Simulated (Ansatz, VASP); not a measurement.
# Two plane-wave programs on N

The input INCAR:

```
SYSTEM = N
PREC = Accurate
ENCUT = 520
EDIFF = 1E-6
ISMEAR = 0
SIGMA = 0.05
LREAL = .FALSE.
LASPH = .TRUE.
NELM = 80
ALGO = Normal
ISIF = 2
LWAVE = .FALSE.
LCHARG = .TRUE.
GGA = PS
LELF = .TRUE.
LVHAR = .TRUE.
NBANDS = 18
```

The input KPOINTS:

```
regular mesh
0
G
  6 6 4
  0 0 0
```

POSCAR

```
N
1.0
    4.5006114355      0.0000000000      0.0000000000
   -2.2503057177      3.8976438357      0.0000000000
    0.0000000000      0.0000000000      6.4455232292
N
4
Direct
    0.3333333333      0.6666666667      0.3289300400
    0.3333333333      0.6666666667      0.1710699600
    0.6666666667      0.3333333333      0.8289300400
    0.6666666667      0.3333333333      0.6710699600
```

Input for Ansatz:

```yaml
crystal:
  lattice:
    - [4.5006114355, 0.0, 0.0]
    - [-2.2503057177, 3.8976438357, 0.0]
    - [0.0, 0.0, 6.4455232292]
  atoms:
    - { symbol: "N", position: [0.3333333333, 0.6666666667, 0.32893004] }
    - { symbol: "N", position: [0.3333333333, 0.6666666667, 0.17106996] }
    - { symbol: "N", position: [0.6666666667, 0.3333333333, 0.82893004] }
    - { symbol: "N", position: [0.6666666667, 0.3333333333, 0.67106996] }
basis:
  ecutwfc: 420
kpoints:
  mp_grid: { grid: [6, 6, 4] }
hamiltonian:
  xc: pbesol
scf:
  occupations: { method: gaussian, width: 0.05 }
output:
  forces: true
  stress: true
  eigenvalues: true
```

Change from the starting cell: strain +0.080 along x and y, -0.080 along z, atoms carried along.

Alike in both runs: task single point; functional PBEsol; k mesh 6 × 6 × 4; occupations gaussian, width 0.05 eV; no spin polarisation.

|  | VASP | Ansatz |
| --- | --- | --- |
| version | VASP 6.6.1 | Ansatz 0.2.0 |
| potentials or method | VASP PAW PBE potentials, release 64 (N) | scalar-relativistic, plane waves, PAW |
| plane-wave cutoff (eV) | 520 | 420 |
| valence electrons in the cell | 20 | 20 |

|  | VASP | Ansatz | Ansatz less VASP |
| --- | --- | --- | --- |
| gap on the k mesh at the Fermi level (eV) | 7.98 | 8.06 | +0.073 |
| least direct gap on the mesh (eV) | 8.36 | 8.43 | +0.068 |
| pressure (GPa) | 19.5 | 15.4 | -4.08 |
| largest component of the traceless stress (GPa) | 39.47 | 30.59 | -8.881 |
| rms of the force components (eV/Å) | 11.922 | 9.189 | -2.7325 |

Atom by atom the forces differ by 2.732 eV/Å (rms over components).

Caveats: the standard files for N, O and F lose accuracy on very short bonds; so large a pressure means that the cell lies far from this level's equilibrium, or that cutoff or potentials fall short (VASP); the potentials were made for another functional, which shifts forces and pressure (VASP). A k mesh can miss the band edges.
